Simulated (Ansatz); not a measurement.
The system is CO2.

```
O C
1.0
    -1.97473    1.97473    3.01406
     1.97473   -1.97473    3.01406
     1.97473    1.97473   -3.01406
O C
4 2
Direct
  0.87500 0.95980 0.58480
  0.37500 0.29020 0.41520
  0.04020 0.62500 0.91520
  0.70980 0.12500 0.08480
  0.00000 0.00000 0.00000
  0.75000 0.25000 0.50000
```

The cell comes from a database or a generator and needn't be the stable form of this composition.

- Program: Ansatz 0.2.0
- Task: relaxation of cell and atoms
- Functional: PBEsol
- Dispersion: D3(BJ)
- Potentials or basis: Ansatz PAW
- Cutoff: 420 eV (not typed: the program's choice for these potentials)
- k mesh: 9 × 9 × 9
- Occupations: fermi-dirac, width 0.05 eV
- Spin: no spin polarisation

At the start: volume 7.84 Å³/atom.

Task: How do energy, volume and symmetry change on relaxing?

Result: It ends after 7 steps and the volume is 7.52 Å³/atom (-4.1 %); space group I-42d (No. 122, to 0.05 Å).

The path:
| step | energy change (eV) | largest force (eV/Å) | volume (Å³) |
| --- | --- | --- | --- |
| 1 | 0.0000 | 0.2149 | 47.01 |
| 2 | -0.0474 | 0.1075 | 45.65 |
| 3 | -0.0546 | 0.0200 | 45.18 |
| 4 | -0.0545 | 0.0060 | 45.22 |
| 5 | -0.0427 | 0.0069 | 45.22 |
| 6 | -0.0436 | 0.0019 | 45.11 |
| 7 | -0.0429 | 0.0018 | 45.11 |

Final structure:
```xyz
6
Lattice="-1.9503 1.9503 2.9650 1.9503 -1.9503 2.9650 1.9503 1.9503 -2.9650" Properties=species:S:1:pos:R:3 pbc="T T T"
O     1.2912    0.9751    3.7062
O     0.6591    0.9751    0.7412
O     2.9254    0.6591   -0.7412
O    -0.9751    1.2912    2.2237
C     0.0000    0.0000    0.0000
C     0.0000    1.9503    1.4825
```

Caveat: the plane-wave basis is chosen anew once the cell has moved, so the energies of steps on either side of that aren't comparable; the pressure holds a Pulay correction of +1.3 GPa for the finite cutoff; the PAW data sets come from PBE, with cores solved anew for the run's functional, which leaves a small shift of forces and pressure.
